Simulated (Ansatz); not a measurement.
The parent structure is BeO in the wurtzite structure (space group P6_3mc, No. 186; a = 2.6928 Å, c = 4.3729 Å).

Level of theory: Ansatz (a program for electronic structure), PBEsol, PAW, cutoff 420 eV, without spin-orbit coupling.

For the base:

The electron mass is 0.54 mₑ along c, 0.61 mₑ across (at Γ) and the shortest interatomic distance is 1.644 Å. The c/a ratio is 1.624.

One thing is altered: a hydrostatic pressure of 1.5 GPa.

Question: How does this affect the electron mass?

Answer: The electron mass changes from 0.54 mₑ along c, 0.61 mₑ across (at Γ) to 0.54 mₑ along c, 0.62 mₑ across (at Γ).

Question: How does this affect the shortest interatomic distance?

Answer: The shortest interatomic distance falls by 0.004 Å, from 1.644 Å to 1.640 Å.

Question: How does this affect the c/a ratio?

Answer: The c/a ratio is still 1.624.

The levels and masses belong to the bands next to the band gap. Load acts through the strain it causes; cell and atoms are relaxed under it. Effective masses come from finite differences of ±0.01 Å⁻¹. Whether these cells are dynamically stable was not tested.
